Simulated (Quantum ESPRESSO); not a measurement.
## SrO: equation of state with PBE

Crystal: SrO.

```
Sr O
1.0
     0.00000    2.56630    2.56630
     2.56630    0.00000    2.56630
     2.56630    2.56630    0.00000
Sr O
1 1
Direct
  0.50000 0.50000 0.50000
  0.00000 0.00000 0.00000
```

```yaml
Program: Quantum ESPRESSO 7.5
Task: equation of state
Functional: PBE
Potentials_or_basis: SSSP 1.3 efficiency PBE
Cutoff: 748 eV
Density_cutoff: 5987 eV
k_mesh: 9 × 9 × 9
Occupations: fermi-dirac, width 0.05 eV
Spin: no spin polarisation
```

```yaml
Equilibrium_volume: 17.53 Å³/atom
Bulk_modulus: 84 GPa
Pressure_derivative_of_the_bulk_modulus: 4.5
```

Energy against volume, from the lowest point:
```
volume (Å³/atom)  energy (meV/atom)
          15.887              48.47
          16.225              29.39
          16.563              15.51
          16.901               6.29
          17.239               1.25
          17.577               0.00
          17.915               2.12
```

All runs of the series together: 2.1 min on 1 thread of Arm Neoverse V2, with other jobs on the host.

PBE usually gives volumes a little too large and moduli too small. Zero-point motion and thermal expansion aren't in these numbers.
